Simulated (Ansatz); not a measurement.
The system is MnO.

```xyz
2
Lattice="0.0000 2.2220 2.2220 2.2220 0.0000 2.2220 2.2220 2.2220 0.0000" Properties=species:S:1:pos:R:3 pbc="T T T"
Mn    0.0000    0.0000    0.0000
O     2.2220    2.2220    2.2220
```

Base run:

- Program: Ansatz 0.2.0
- Functional: HSE06 form with a typed share of exact exchange
- Potentials or basis: Ansatz PAW
- Cutoff: 420 eV (not typed: the program's choice for these potentials)
- k mesh: 6 × 6 × 6
- Occupations: fermi-dirac, width 0.05 eV
- Spin: collinear spin, ferromagnetic start
- Starting moments: [4.0, 0.0] μB

Its results: band gap on the k mesh 2.09 eV, indirect (least direct gap 4.71 eV); pressure -0.2 GPa; net moment 5.00 μB per cell; site moments Mn +4.34; O +0.21 μB.

Q: After a change of settings the same cell gave: band gap on the k mesh none (metal or under the smearing width); pressure -1.1 GPa; net moment 4.72 μB per cell; site moments Mn +4.02; O +0.22 μB. Which change was it?
A. share of exact exchange from 0.35 to 0.5
B. share of exact exchange from 0.35 to 0.15
C. functional from HSE06 form with a typed share of exact exchange to HSE06; share of exact exchange from 0.35 to 0.25
D. share of exact exchange from 0.35 to 0

A: D.

Caveats: some runs use coarse meshes; the magnetic or orbital state may not be the lowest; a cell with one magnetic atom can't hold antiferromagnetic order, which such compounds often take; the PAW data sets come from PBE, with cores solved anew for the run's functional, which leaves a small shift of forces and pressure (some runs); the thresholds are loose for stress (some runs); the PAW data sets were made with another functional, which shifts forces and pressure a little (some runs).
